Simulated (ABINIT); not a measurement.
# HfC (Fm-3m) in ABINIT: notebook, part 2 of 3

ABINIT 10.8.3 (patched build). Earlier steps stand in the parts before.

## (3) Band structure, PW91, spin-orbit coupling, no magnetisation

Input file run.abi:

```
# Datasets: ground state, then fixed potential
ndtset 2

# Pseudopotentials
pp_dirpath "./"
pseudos "Hf.GGA_PBE-JTH.xml, C.GGA_PBE-JTH.xml"

# Structure
acell 6.2135074315 6.2135074315 6.2135074315
rprim
     0.0000000000     0.7071067812     0.7071067812
     0.7071067812     0.0000000000     0.7071067812
     0.7071067812     0.7071067812     0.0000000000
ntypat 2
znucl 72 6
natom 2
typat 1 2
xred
     0.5000000000     0.5000000000     0.5000000000
     0.0000000000     0.0000000000     0.0000000000

# Plane-wave basis
ecut 544.227725 eV
pawecutdg 40.0

# Exchange and correlation
ixc -109134

# Bands and occupations
occopt 3
tsmear 0.05 eV

# Spin
nspinor 2
nspden 1
pawspnorb 1

# SCF cycle
nstep 100

# Output
iomode 3
prtwf 0
prteig 0
prtebands 0
enunit 1
prtden1 1

# Dataset 1
kptopt1 4
ngkpt1 10 10 10
nshiftk1 1
shiftk1 0.0 0.0 0.0
nband1 24
tolvrs1 1.0e-9

# Dataset 2: bands along G-X-W-K-G-L-U-W-L-K
iscf2 -2
getden2 1
nband2 32
nbdbuf2 2
tolwfr2 1.0e-12
kptopt2 -9
ndivsm2 6
prteig2 1
kptbounds2
     0.0000000000     0.0000000000     0.0000000000
     0.5000000000     0.0000000000     0.5000000000
     0.5000000000     0.2500000000     0.7500000000
     0.3750000000     0.3750000000     0.7500000000
     0.0000000000     0.0000000000     0.0000000000
     0.5000000000     0.5000000000     0.5000000000
     0.6250000000     0.2500000000     0.6250000000
     0.5000000000     0.2500000000     0.7500000000
     0.5000000000     0.5000000000     0.5000000000
     0.3750000000     0.3750000000     0.7500000000
```

Potentials or basis: JTH PAW PBE v2.0.

Started as:

```
> abinit run.abi > log 2>&1
```

run.abo:

```text
.Version 10.8.3 of ABINIT
 DATASET    1 : space group F4 3 2 (#209); Bravais cF (face-center cubic)
================================================================================
 Values of the parameters that define the memory need for DATASET  1.
     intxc =       0    ionmov =       0      iscf =      17    lmnmax =      18
     lnmax =       6     mgfft =      27  mpssoang =       3    mqgrid =    3001
     natom =       2  nloc_mem =       2    nspden =       1   nspinor =       2
    nsppol =       1      nsym =      24    n1xccc =       1    ntypat =       2
    occopt =       3   xclevel =       2
       mpw =         740          nfft =       19683          nkpt =          55
 PAW method is used; the additional fine FFT grid is defined by:
   mgfftf=        36    nfftf =     46656
================================================================================
================================================================================

 DATASET    2 : space group F4 3 2 (#209); Bravais cF (face-center cubic)
================================================================================
 Values of the parameters that define the memory need for DATASET  2.
     intxc =       0    ionmov =       0      iscf =      -2    lmnmax =      18
     lnmax =       6     mgfft =      27  mpssoang =       3    mqgrid =    3001
     natom =       2  nloc_mem =       2    nspden =       1   nspinor =       2
    nsppol =       1      nsym =      24    n1xccc =       1    ntypat =       2
    occopt =       3   xclevel =       2
       mpw =         745          nfft =       19683          nkpt =         103
 PAW method is used; the additional fine FFT grid is defined by:
   mgfftf=        36    nfftf =     46656
================================================================================
================================================================================

--------------------------------------------------------------------------------
------------- Echo of variables that govern the present computation ------------
--------------------------------------------------------------------------------
 -outvars: echo values of preprocessed input variables --------
            acell      6.2135074315E+00  6.2135074315E+00  6.2135074315E+00 Bohr
              amu      1.78490000E+02  1.20110000E+01
             ecut      2.00000000E+01 Hartree
           enunit           1
           getden1          0
           getden2          1
             iscf1         17
             iscf2         -2
                       outvar_i_n : Printing only first  50 k-points.
              ixc     -109134
           jdtset        1    2
                       outvar_i_n : Printing only first  50 k-points.
           kptopt1          4
           kptopt2         -9
         kptrlatt       10    0    0      0   10    0      0    0   10
          kptrlen1     6.21350743E+01
          kptrlen2     3.00000000E+01
            natom           2
            nband1         24
            nband2         32
           nbdbuf1          0
           nbdbuf2          2
           ndtset           2
           ndivsm1          0
           ndivsm2          6
[... 1397 lines left out ...]
  5.25E-13  7.83E-13  2.40E-13  9.96E-13  2.34E-13  5.00E-13  2.78E-13  7.89E-13
  5.40E-13  6.56E-13  2.91E-13  5.64E-13  2.42E-13  3.52E-13  2.82E-11  1.53E-09
 -2.2393E+00 -2.2393E+00 -1.2662E+00 -1.2662E+00 -1.0188E+00 -1.0188E+00
 -1.0101E+00 -1.0101E+00 -3.5085E-01 -3.5085E-01 -1.2240E-01 -1.2240E-01
 -9.0373E-02 -9.0373E-02 -5.1645E-02 -5.1645E-02  6.5391E-02  6.5391E-02
  2.1614E-01  2.1614E-01  2.3395E-01  2.3395E-01  3.0954E-01  3.0954E-01
  3.1283E-01  3.1283E-01  4.1650E-01  4.1650E-01  4.8448E-01  4.8448E-01
  5.6289E-01  5.6289E-01

--- !ResultsGS
iteration_state: {dtset: 2, }
comment   : Summary of ground state results
lattice_vectors:
- [  0.0000000,   4.3936132,   4.3936132, ]
- [  4.3936132,   0.0000000,   4.3936132, ]
- [  4.3936132,   4.3936132,   0.0000000, ]
lattice_lengths: [   6.21351,    6.21351,    6.21351, ]
lattice_angles: [ 60.000,  60.000,  60.000, ] # degrees, (23, 13, 12)
lattice_volume:   1.6962719E+02
convergence: {deltae:  0.000E+00, res2:  0.000E+00, residm:  9.998E-13, diffor:  0.000E+00, }
etotal    :  -5.59542353E+01
entropy   :   0.00000000E+00
fermie    :   9.19880319E-03
cartesian_stress_tensor: null
pressure_GPa: null
xred      :
- [  5.0000E-01,   5.0000E-01,   5.0000E-01, Hf]
- [  0.0000E+00,   0.0000E+00,   0.0000E+00,  C]
cartesian_forces: null
force_length_stats: {min: null, max: null, mean: null, }
...

 Integrated electronic density in atomic spheres:
 ------------------------------------------------
 Atom  Sphere_radius  Integrated_density
    1        2.41119          9.60130331
    2        1.50737          2.43776549

================================================================================

 ----iterations are completed or convergence reached----

 Mean square residual over all n,k,spin=   50.122E-14; max=  99.977E-14
 reduced coordinates (array xred) for    2 atoms
       0.500000000000      0.500000000000      0.500000000000
       0.000000000000      0.000000000000      0.000000000000

 cartesian coordinates (angstrom) at end:
    1      2.32499999847314     2.32499999847314     2.32499999847314
    2      0.00000000000000     0.00000000000000     0.00000000000000
 length scales=  6.213507431500  6.213507431500  6.213507431500 bohr
              =  3.288046530296  3.288046530296  3.288046530296 angstroms
 Eigenvalues (   eV  ) for nkpt= 103  k points:
 kpt#   1, nband= 32, wtk=  1.00000, kpt=  0.0000  0.0000  0.0000 (reduced coord)
 -60.98778  -60.98778  -34.24077  -34.24077  -27.16521  -27.16521  -27.16521  -27.16521
 -12.07932  -12.07932    1.07809    1.07809    1.26645    1.26645    1.26645    1.26645
   1.46718    1.46718    1.46718    1.46718    1.76373    1.76373    3.60487    3.60487
   3.60487    3.60487    7.04131    7.04131   11.37483   11.37483   24.44689   24.54801
 kpt#   2, nband= 32, wtk=  1.00000, kpt=  0.0294  0.0000  0.0294 (reduced coord)
 -60.98733  -60.98733  -34.24268  -34.24268  -27.17114  -27.17114  -27.16772  -27.16772
 -12.04988  -12.04988    0.86909    0.86909    0.94151    0.94151    1.05576    1.05576
   1.49736    1.49736    1.75134    1.75134    1.94505    1.94505    3.61805    3.61805
   3.88419    3.88419    7.11180    7.11180   11.45748   11.45748   23.70378   23.82460
 kpt#   3, nband= 32, wtk=  1.00000, kpt=  0.0588  0.0000  0.0588 (reduced coord)
 -60.98599  -60.98599  -34.24836  -34.24836  -27.18863  -27.18863  -27.17515  -27.17515
 -11.96285  -11.96285    0.26731    0.26731    0.61672    0.61672    0.77520    0.77520
   1.39645    1.39645    2.16938    2.16938    2.33205    2.33205    3.65791    3.65791
   4.46460    4.46460    7.33734    7.33734   11.70016   11.70016   22.73571   22.74648
 kpt#   4, nband= 32, wtk=  1.00000, kpt=  0.0882  0.0000  0.0882 (reduced coord)
 -60.98381  -60.98381  -34.25757  -34.25757  -27.21675  -27.21675  -27.18724  -27.18724
[... 484 lines left out ...]
 -60.93748  -60.93748  -34.44713  -34.44713  -27.72219  -27.72219  -27.46031  -27.46031
  -9.29687   -9.29687   -3.94389   -3.94389   -2.50700   -2.50700   -1.78207   -1.78207
   2.52644    2.52644    5.58691    5.58691    6.05682    6.05682    8.51678    8.51678
   9.37548    9.37548   11.62713   11.62713   13.12778   13.12778   14.86130   14.86130
 kpt# 102, nband= 32, wtk=  1.00000, kpt=  0.3875  0.3875  0.7250 (reduced coord)
 -60.93630  -60.93630  -34.45136  -34.45136  -27.72091  -27.72091  -27.47911  -27.47911
  -9.43057   -9.43057   -3.60835   -3.60835   -2.48528   -2.48528   -1.59156   -1.59156
   2.13239    2.13239    5.72451    5.72451    6.23018    6.23018    8.38477    8.38477
   8.95208    8.95208   11.59210   11.59210   13.22056   13.22056   14.95523   14.95523
 kpt# 103, nband= 32, wtk=  1.00000, kpt=  0.3750  0.3750  0.7500 (reduced coord)
 -60.93560  -60.93560  -34.45391  -34.45391  -27.72254  -27.72254  -27.48700  -27.48700
  -9.54714   -9.54714   -3.33061   -3.33061   -2.45919   -2.45919   -1.40532   -1.40532
   1.77937    1.77937    5.88145    5.88145    6.36607    6.36607    8.42307    8.42307
   8.51263    8.51263   11.33350   11.33350   13.18349   13.18349   15.31697   15.31697

== END DATASET(S) ==============================================================
================================================================================

 -outvars: echo values of variables after computation  --------
            acell      6.2135074315E+00  6.2135074315E+00  6.2135074315E+00 Bohr
           etotal1    -5.5954235262E+01
            fcart1    -0.0000000000E+00 -0.0000000000E+00 -0.0000000000E+00
                      -0.0000000000E+00 -0.0000000000E+00 -0.0000000000E+00
            rprim      0.0000000000E+00  7.0710678120E-01  7.0710678120E-01
                       7.0710678120E-01  0.0000000000E+00  7.0710678120E-01
                       7.0710678120E-01  7.0710678120E-01  0.0000000000E+00
           strten1     1.5354089318E-05  1.5354089318E-05  1.5354089318E-05
                       0.0000000000E+00  0.0000000000E+00  0.0000000000E+00
           xangst      2.3249999985E+00  2.3249999985E+00  2.3249999985E+00
                       0.0000000000E+00  0.0000000000E+00  0.0000000000E+00
             xred      5.0000000000E-01  5.0000000000E-01  5.0000000000E-01
                       0.0000000000E+00  0.0000000000E+00  0.0000000000E+00
 Calculation completed.
```

Run time: 2.6 min. Hardware: 1 thread of Arm Neoverse V2, shared host; peak memory 0.17 GiB.

Results:

```
Free energy                                           : -1522.5923 eV
Pressure                                              : -0.5 GPa
Band gap on the k mesh                                : none (metal or under the smearing width)
Valence electrons inside the program's atomic spheres : Hf 9.60; C 2.44
```

Levels at the corners of the path, in eV from the Fermi level:
```tsv
point	band 14	band 15	band 16	band 17	band 18	band 19
Γ	1.02	1.02	1.02	1.22	1.22	1.22
X	-1.81	-0.26	-0.26	0.07	0.07	5.21
W	-2.97	-2.46	-2.46	3.57	3.57	3.65
K	-2.71	-1.66	-1.66	1.53	1.53	5.63
Γ	1.02	1.02	1.02	1.22	1.22	1.22
L	-3.08	-2.99	-2.99	5.17	5.17	5.19
U	-2.71	-1.66	-1.66	1.53	1.53	5.63
W	-2.97	-2.46	-2.46	3.57	3.57	3.65
L	-3.08	-2.99	-2.99	5.17	5.17	5.19
K	-2.71	-1.66	-1.66	1.53	1.53	5.63
```

Caveat: the PAW data sets were made with another functional, which shifts forces and pressure a little.

## (4) Equation of state, PBE+D4

Input file run.py:

```python
import json, os
import numpy as np
from ase.eos import EquationOfState
from ase.units import GPa
from ase.calculators.mixing import SumCalculator
from dftd4.ase import DFTD4
from ase.calculators.abinit import Abinit, AbinitProfile
from ase import Atoms

atoms = Atoms(['Hf', 'C'],
              cell=[[0.0, 2.325, 2.325], [2.325, 0.0, 2.325], [2.325, 2.325, 0.0]],
              scaled_positions=[[0.5, 0.5, 0.5], [0.0, 0.0, 0.0]],
              pbc=True)

profile = AbinitProfile(command='abinit', pp_paths=[os.path.abspath('pseudos')])
params = dict(
    pps='pawxml', xc='PBE',
    ecut=544.2277,
    pawecutdg=1088.4554,
    kptopt=1,
    ngkpt=[10, 10, 10],
    nshiftk=1,
    shiftk=[0.0, 0.0, 0.0],
    ixc=11,
    nband=12,
    occopt=3,
    tsmear=0.05,
    nstep=100,
    tolvrs=1e-09,
    prtwf=0,
    prtden=0,
)

cell0 = atoms.cell.copy()
volumes, energies = [], []
for i, x in enumerate([0.94, 0.96, 0.98, 1.0, 1.02, 1.04, 1.06]):
    atoms.set_cell(cell0 * x ** (1 / 3), scale_atoms=True)
    atoms.calc = SumCalculator([Abinit(profile=profile, directory=f'v{i}', **params), DFTD4(method='pbe')])
    volumes.append(atoms.get_volume() / len(atoms))
    dft, disp = atoms.calc.mixer.calcs
    energies.append((dft.get_property('free_energy', atoms) + disp.get_property('energy', atoms)) / len(atoms))
    print(f'{x:5.2f} {volumes[-1]:10.5f} A^3/atom {energies[-1]:14.6f} eV/atom', flush=True)
    json.dump(dict(volumes=volumes, energies=energies), open('results.json', 'w'))
v0, e0, b0 = EquationOfState(volumes, energies, eos='birchmurnaghan').fit()
print(f'V0 {v0:.4f} A^3/atom  E0 {e0:.6f} eV/atom  B0 {b0 / GPa:.2f} GPa')
```

Potentials or basis: JTH PAW PBE v2.0.

Started as:

```
> python run.py
```

The program printed:

```text
0.94   11.81399 A^3/atom    -760.126181 eV/atom
 0.96   12.06535 A^3/atom    -760.141563 eV/atom
 0.98   12.31672 A^3/atom    -760.148235 eV/atom
 1.00   12.56808 A^3/atom    -760.146875 eV/atom
 1.02   12.81944 A^3/atom    -760.137967 eV/atom
 1.04   13.07080 A^3/atom    -760.122560 eV/atom
 1.06   13.32216 A^3/atom    -760.100986 eV/atom
V0 12.3951 A^3/atom  E0 -760.148613 eV/atom  B0 245.64 GPa
```

abinit.in:

```text
ecut 544.2277 eV
ixc 11
kptopt 1
natom 2
nband 12
ngkpt
10 10 10
nshiftk 1
nsppol 1
nstep 100
occopt 3
pawecutdg 1088.4554 eV
prtden 0
prtwf 0
shiftk
0.0 0.0 0.0
tolvrs 1e-09
tsmear 0.05 eV
#Definition of the unit cell
acell
1.00000000000000 1.00000000000000 1.00000000000000 Angstrom
rprim
0.00000000000000 2.37059981213165 2.37059981213165
2.37059981213165 0.00000000000000 2.37059981213165
2.37059981213165 2.37059981213165 0.00000000000000
chkprim 0 # Allow non-primitive cells
#Definition of the atom types
ntypat 2
znucl 6 72
#Enumerate different atomic species
typat
 2 1
pseudos "./pseudos/C.GGA_PBE-JTH.xml,
./pseudos/Hf.GGA_PBE-JTH.xml"
#Definition of the atoms
xcart
4.47978439888930 4.47978439888930 4.47978439888930
0.00000000000000 0.00000000000000 0.00000000000000
chkexit 1 # abinit.exit file in the running directory terminates after the current SCF
```

abinit.abo:

```text
.Version 10.8.3 of ABINIT
 Symmetries : space group Fm -3 m (#225); Bravais cF (face-center cubic)
================================================================================
 Values of the parameters that define the memory need of the present run
     intxc =       0    ionmov =       0      iscf =      17    lmnmax =      18
     lnmax =       6     mgfft =      27  mpssoang =       3    mqgrid =    3001
     natom =       2  nloc_mem =       2    nspden =       1   nspinor =       1
    nsppol =       1      nsym =      48    n1xccc =       1    ntypat =       2
    occopt =       3   xclevel =       2
       mpw =         785          nfft =       19683          nkpt =          47
 PAW method is used; the additional fine FFT grid is defined by:
   mgfftf=        40    nfftf =     64000
[... 257 lines left out ...]

 -outvars: echo values of variables after computation  --------
            acell      1.8897261259E+00  1.8897261259E+00  1.8897261259E+00 Bohr
           etotal     -5.5849180894E+01
            fcart     -0.0000000000E+00 -0.0000000000E+00 -0.0000000000E+00
                      -0.0000000000E+00 -0.0000000000E+00 -0.0000000000E+00
            rprim      0.0000000000E+00  2.3705998121E+00  2.3705998121E+00
                       2.3705998121E+00  0.0000000000E+00  2.3705998121E+00
                       2.3705998121E+00  2.3705998121E+00  0.0000000000E+00
           strten      4.2311397269E-04  4.2311397269E-04  4.2311397269E-04
                       0.0000000000E+00  0.0000000000E+00  0.0000000000E+00
           xangst      2.3705998120E+00  2.3705998120E+00  2.3705998120E+00
                      -8.8880179155E-11 -8.8880096908E-11 -8.8880179155E-11
             xred      4.9999999998E-01  4.9999999998E-01  4.9999999998E-01
                      -1.8746330877E-11 -1.8746365571E-11 -1.8746330877E-11
 Calculation completed.
```

It took 99 s on 1 thread of Arm Neoverse V2, shared host; peak memory 0.12 GiB.

What came out:

```
Equilibrium volume                      : 12.40 Å³/atom
Bulk modulus                            : 246 GPa
Pressure derivative of the bulk modulus : 3.5
```

Energy against volume, from the lowest point:
```tsv
volume (Å³/atom)	energy (meV/atom)
11.814	22.05
12.065	6.67
12.317	0.00
12.568	1.36
12.819	10.27
13.071	25.68
13.322	47.25
```

Caveat: pressures at fixed basis lie under the slope of the energies; the log and the count of SCF iterations are those of the last ABINIT call alone.

(Part 2 of 3 ends here.)
